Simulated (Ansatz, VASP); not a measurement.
This is a calculation of ZnS (Wurtzite-2H) for Ansatz 0.2.0.

The input input.yaml:

```yaml
crystal:
  lattice:
    - [3.811, 0.0, 0.0]
    - [-1.9055, 3.3004228138, 0.0]
    - [0.0, 0.0, 6.234]
  atoms:
    - { symbol: Zn, position: [0.6666666667, 0.3333333333, 0.5] }
    - { symbol: Zn, position: [0.3333333333, 0.6666666667, 0.0] }
    - { symbol: S, position: [0.6666666667, 0.3333333333, 0.885] }
    - { symbol: S, position: [0.3333333333, 0.6666666667, 0.385] }
hamiltonian:
  xc: pbe
  pseudopotentials: { kind: paw }
kpoints:
  mp_grid: { grid: [8, 8, 5] }
scf:
  occupations: { method: fermi_dirac, width: 0.05 }
output:
  forces: true
  stress: true
relax:
  f_tol: 0.01
  max_steps: 40
  cell: { stress_tol: 0.05 }
```

Potentials or basis: Ansatz PAW.

The run is started by

```console
$ ansatz run input.yaml --threads 2 --pin off --max-ram 5632MiB --backend cpu --events-out ev --progress --plain --runs-dir out
```

Task: Translate it to VASP 6.6.1. Potentials there: VASP PAW PBE potentials, release 64 (Zn, S).

Result: As run (the cutoff follows the program's own potentials):

File INCAR:

```
SYSTEM = ZnS
  PREC = Accurate
  ENCUT = 600
  EDIFF = 1E-6
  ISMEAR = -1
  SIGMA = 0.05
  LREAL = .FALSE.
  LASPH = .TRUE.
  NELM = 60
  ALGO = Normal
  ISIF = 3
  LWAVE = .FALSE.
  LCHARG = .FALSE.
  GGA = PE
  IBRION = 2
  NSW = 60
  EDIFFG = -0.005
```

The input KPOINTS:

```
Automatic mesh
0
G
  8 8 5
  0 0 0
```

POSCAR

```
ZnS
1.0
    3.8110000000      0.0000000000      0.0000000000
   -1.9055000000      3.3004228138      0.0000000000
    0.0000000000      0.0000000000      6.2340000000
Zn S
2 2
Direct
    0.6666666667      0.3333333333      0.5000000000
    0.3333333333      0.6666666667      0.0000000000
    0.6666666667      0.3333333333      0.8850000000
    0.3333333333      0.6666666667      0.3850000000
```

Potentials or basis: VASP PAW PBE potentials, release 64 (Zn, S).

Command:

```sh
$ cat potpaw_PBE.64/Zn/POTCAR potpaw_PBE.64/S/POTCAR > POTCAR
$ mpirun -np 1 vasp_std > vasp.out
```

Both were run:

|  | VASP | Ansatz | Ansatz less VASP |
| --- | --- | --- | --- |
| relaxed volume (Å³/atom) | 20.23 | 20.19 | -0.045 |
| relaxed cell length with the largest relative difference (Å) | 6.311 | 6.304 | -0.0066 |
| energy change over the relaxation (meV/atom) | -10 | -9 | +0.6 |

Caveats: odd divisions of the mesh miss points on the zone boundary, where band edges often lie, so the gap on the mesh can be too wide (Ansatz); the plane-wave basis is chosen anew once the cell has moved, so the energies of steps on either side of that aren't comparable (Ansatz). A hybrid or GW would open this gap; PBE tends to underestimate it. PBE usually gives volumes a little too large and moduli too small. Zero-point motion and thermal expansion aren't in these numbers.
